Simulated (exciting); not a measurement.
# Ir (P-1) in exciting: reference runs

How does Ir come out in PBEsol? The cell is run as given.

All numbers are computed with exciting (release sodium); they aren't measurements. Logs are shortened: lines on timing, memory, paths and dates and some standing lists are left out, and cuts for length are marked.

## 1. The crystal as given

The typed cell holds 1 atom: a = 2.542 Å, b = 2.611 Å, c = 2.995 Å, α = 58.28°, β = 61.38°, γ = 59.90°.

This isn't the form of Ir at room conditions, which is fcc.

## 2. Single point, PBEsol

Contents of input.xml:

```xml
<input>
  <title>Ir</title>
  <structure speciespath="./" tshift="false">
    <crystal scale="1">
      <basevect>0.121829263755 3.472099142109 3.318451406861</basevect>
      <basevect>3.669495019800 0.146330923563 3.293949765950</basevect>
      <basevect>4.106043921076 3.884146402474 -0.290217996610</basevect>
    </crystal>
    <species speciesfile="Ir.xml" rmt="2.3">
      <atom coord="0.000000000000 0.000000000000 0.000000000000"/>
    </species>
  </structure>
  <groundstate do="fromscratch" ngridk="12 13 11" rgkmax="9" gmaxvr="14" lmaxapw="10" lmaxmat="10" lmaxvr="8" xctype="GGA_PBE_SOL" stype="Fermi Dirac" swidth="0.00183747" nempty="12" ValenceRelativity="iora*" epsengy="1e-05" epspot="1e-05" maxscl="60" tforce="true" outputlevel="normal"/>
</input>
```

Potentials or basis: all-electron LAPW+lo, shipped species files, valence relativity iora*.

Started as:

```console
> OMP_NUM_THREADS=1 exciting_smp
```

INFO.OUT:

```text
================================================================================
EXCITING SODIUM started
[... 10 lines left out ...]

 Lattice vectors (cartesian) :
      0.1218292638      3.4720991421      3.3184514069
      3.6694950198      0.1463309236      3.2939497659
      4.1060439211      3.8841464025     -0.2902179966

 Reciprocal lattice vectors (cartesian) :
     -0.8544168091      0.9711247124      0.9086880075
      0.9249955232     -0.9092903549      0.9174323696
      0.7289283480      0.7838018983     -0.8468536550

 Unit cell volume                           :      94.3977881784
 Brillouin zone volume                      :       2.6277121342

 Species :    1 (Ir)
     parameters loaded from                 :    Ir.xml
     name                                   :    iridium
     nuclear charge                         :     -77.00000000
     electronic charge                      :      77.00000000
     atomic mass                            :  350390.15590000
     muffin-tin radius                      :       2.30000000
     # of radial points in muffin-tin       :     450

     atomic positions (lattice) :
       1 :   0.00000000  0.00000000  0.00000000

 Total number of atoms per unit cell        :       1

 Spin treatment                             :    spin-unpolarised

 Number of Bravais lattice symmetries       :       2
 Number of crystal symmetries               :       2

 k-point grid                               :      12   13   11
 Total number of k-points                   :     859
 k-point set is reduced with crystal symmetries

 R^MT_min * |G+k|_max (rgkmax)              :       9.00000000
 Species with R^MT_min                      :       1 (Ir)
 Maximum |G+k| for APW functions            :       3.91304348
 Maximum |G| for potential and density      :      14.00000000

 G-vector grid sizes                        :      24    24    27
 Total number of G-vectors                  :    4365

 Maximum angular momentum used for
     APW functions                          :      10
     computing H and O matrix elements      :      10
     potential and density                  :       8
     inner part of muffin-tin               :       2

 Total nuclear charge                       :     -77.00000000
 Total electronic charge                    :      77.00000000
 Total core charge                          :      48.00000000
 Total valence charge                       :      29.00000000

 Number of empty states                     :      12
 Total number of valence states             :      27

 Maximum Hamiltonian size                   :     129
 Maximum number of plane-waves              :     103
 Total number of local-orbitals             :      26

 Exchange-correlation type                  :      22
     PBEsol, Phys. Rev. Lett. 100, 136406 (2008)
     Generalised gradient approximation (GGA)

 Smearing scheme                            :    Fermi-Dirac
 Smearing width                             :       0.00183747

 Using multisecant Broyden potential mixing
[... 16 lines left out ...]
+ SCF iteration number :    1                                                  +
++++++++++++++++++++++++++++++++++++++++++++++++++++++++++++++++++++++++++++++++
 Total energy                               :    -17840.08968422
 _______________________________________________________________
 Fermi energy                               :         0.61475810
 Kinetic energy                             :     20354.98619659
 Coulomb energy                             :    -37851.13097392
 Exchange energy                            :      -338.64080364
 Correlation energy                         :        -5.30410325

 DOS at Fermi energy (states/Ha/cell)       :        33.95049836

 Electron charges :
     core                                   :        48.00000000
     core leakage                           :         0.00317478
     valence                                :        29.00000000
     interstitial                           :         2.29774456
     charge in muffin-tin spheres :
                  atom     1    Ir          :        74.70225544
     total charge in muffin-tins            :        74.70225544
     total charge                           :        77.00000000

++++++++++++++++++++++++++++++++++++++++++++++++++++++++++++++++++++++++++++++++
+ SCF iteration number :    2                                                  +
++++++++++++++++++++++++++++++++++++++++++++++++++++++++++++++++++++++++++++++++
 Total energy                               :    -17847.60238868
 _______________________________________________________________
 Fermi energy                               :         0.60046882
 Kinetic energy                             :     20350.55358802
 Coulomb energy                             :    -37854.08598050
 Exchange energy                            :      -338.76537398
 Correlation energy                         :        -5.30462222

 DOS at Fermi energy (states/Ha/cell)       :        33.97604350

 Electron charges :
     core                                   :        48.00000000
     core leakage                           :         0.00309278
     valence                                :        29.00000000
     interstitial                           :         2.25102429
     charge in muffin-tin spheres :
                  atom     1    Ir          :        74.74897571
     total charge in muffin-tins            :        74.74897571
     total charge                           :        77.00000000

 RMS change in effective potential (target) :  0.457962E-01  ( 0.100000E-04)
 Absolute change in total energy   (target) :   7.51270      ( 0.100000E-04)
 Charge distance                   (target) :  0.194905E-02  ( 0.100000E-04)
 Abs. change in max-nonIBS-force   (target) :   0.00000      ( 0.500000E-04)

++++++++++++++++++++++++++++++++++++++++++++++++++++++++++++++++++++++++++++++++
+ SCF iteration number :    3                                                  +
++++++++++++++++++++++++++++++++++++++++++++++++++++++++++++++++++++++++++++++++
 Total energy                               :    -17851.59300486
 _______________________________________________________________
 Fermi energy                               :         0.59178098
 Kinetic energy                             :     20348.23816814
 Coulomb energy                             :    -37855.68881324
 Exchange energy                            :      -338.83738619
 Correlation energy                         :        -5.30497356

 DOS at Fermi energy (states/Ha/cell)       :        33.59190759

 Electron charges :
     core                                   :        48.00000000
     core leakage                           :         0.00305377
     valence                                :        29.00000000
     interstitial                           :         2.22814849
     charge in muffin-tin spheres :
                  atom     1    Ir          :        74.77185151
     total charge in muffin-tins            :        74.77185151
     total charge                           :        77.00000000
[... 381 lines left out ...]
 DOS at Fermi energy (states/Ha/cell)       :        32.94002520

 Electron charges :
     core                                   :        48.00000000
     core leakage                           :         0.00302442
     valence                                :        29.00000000
     interstitial                           :         2.21374664
     charge in muffin-tin spheres :
                  atom     1    Ir          :        74.78625336
     total charge in muffin-tins            :        74.78625336
     total charge                           :        77.00000000

 RMS change in effective potential (target) :  0.218341E-07  ( 0.100000E-04)
 Absolute change in total energy   (target) :  0.825883E-05  ( 0.100000E-04)
 Charge distance                   (target) :  0.221861E-08  ( 0.100000E-04)
 Abs. change in max-nonIBS-force   (target) :   0.00000      ( 0.500000E-04)

++++++++++++++++++++++++++++++++++++++++++++++++++++++++++++++++++++++++++++++++
+ SCF iteration number :   18                                                  +
++++++++++++++++++++++++++++++++++++++++++++++++++++++++++++++++++++++++++++++++
 Total energy                               :    -17853.08394906
 _______________________________________________________________
 Fermi energy                               :         0.57708601
 Kinetic energy                             :     20346.48862857
 Coulomb energy                             :    -37855.42800611
 Exchange energy                            :      -338.83967543
 Correlation energy                         :        -5.30489609

 DOS at Fermi energy (states/Ha/cell)       :        32.94002457

 Electron charges :
     core                                   :        48.00000000
     core leakage                           :         0.00302442
     valence                                :        29.00000000
     interstitial                           :         2.21374663
     charge in muffin-tin spheres :
                  atom     1    Ir          :        74.78625337
     total charge in muffin-tins            :        74.78625337
     total charge                           :        77.00000000

 RMS change in effective potential (target) :  0.224328E-08  ( 0.100000E-04)
 Absolute change in total energy   (target) :  0.374406E-05  ( 0.100000E-04)
 Charge distance                   (target) :  0.958487E-09  ( 0.100000E-04)
 Abs. change in max-nonIBS-force   (target) :   0.00000      ( 0.500000E-04)

++++++++++++++++++++++++++++++++++++++++++++++++++++++++++++++++++++++++++++++++
| Convergency criteria checked for the last 2 iterations                       +
| Convergence targets achieved. Performing final SCF iteration                 +
++++++++++++++++++++++++++++++++++++++++++++++++++++++++++++++++++++++++++++++++
 Total energy                               :    -17853.08394942
 _______________________________________________________________
 Fermi energy                               :         0.57708601
 Kinetic energy                             :     20346.48862849
 Coulomb energy                             :    -37855.42800637
 Exchange energy                            :      -338.83967544
 Correlation energy                         :        -5.30489609

 DOS at Fermi energy (states/Ha/cell)       :        32.94002464

 Electron charges :
     core                                   :        48.00000000
     core leakage                           :         0.00302442
     valence                                :        29.00000000
     interstitial                           :         2.21374664
     charge in muffin-tin spheres :
                  atom     1    Ir          :        74.78625336
     total charge in muffin-tins            :        74.78625336
     total charge                           :        77.00000000

++++++++++++++++++++++++++++++++++++++++++++++++++++++++++++++++++++++++++++++++
+ Self-consistent loop stopped                                                 +
++++++++++++++++++++++++++++++++++++++++++++++++++++++++++++++++++++++++++++++++
 STATE.OUT is written

--------------------------------------------------------------------------------
- Writing atomic positions and forces                                          -
--------------------------------------------------------------------------------

 Atomic positions (lattice) :
 atom     1  Ir  :     0.00000000    0.00000000    0.00000000

 Total atomic forces including IBS (cartesian) :
 atom     1  Ir  :     0.00000000    0.00000000    0.00000000

 Atomic force components including IBS (cartesian) :
 atom     1  Ir  :     0.00000000    0.00000000    0.00000000   HF force
                 :     0.00000000    0.00000000    0.00000000   core correction
                 :     0.00000000    0.00000000    0.00000000   IBS correction

********************************************************************************
* Groundstate module stopped                                                   *
********************************************************************************

--------------------------------------------------------------------------------
- CAUTION! Warnings have been written in file WARNING.OUT !                    -
--------------------------------------------------------------------------------
================================================================================
| EXCITING SODIUM stopped                                                      =
================================================================================
```

Run time: 4.4 min. Hardware: 1 thread of Arm Neoverse V2, shared host; peak memory 0.1 GiB.

Results:

```
Free energy                                       : -485807.1731 eV
Band gap on the k mesh                            : none (metal or under the smearing width)
All electrons inside the program's atomic spheres : Ir 74.79 (radii Ir 2.3 bohr)
```

Levels at points of the mesh, in eV from the Fermi level:
| k point | band 12 | band 13 | band 14 | band 15 | band 16 | band 17 |
| --- | --- | --- | --- | --- | --- | --- |
| (0.00, 0.00, 0.00) | -5.44 | -3.70 | -3.14 | -1.18 | 0.09 | 13.30 |
| (0.50, 0.00, 0.00) | -5.41 | -2.53 | 0.14 | 0.17 | 2.23 | 9.08 |

Caveat: the log's total energy holds no entropy term; the free energy is that total less TS from the occupations. Spin-orbit coupling is left out, which matters for the levels of Ir.
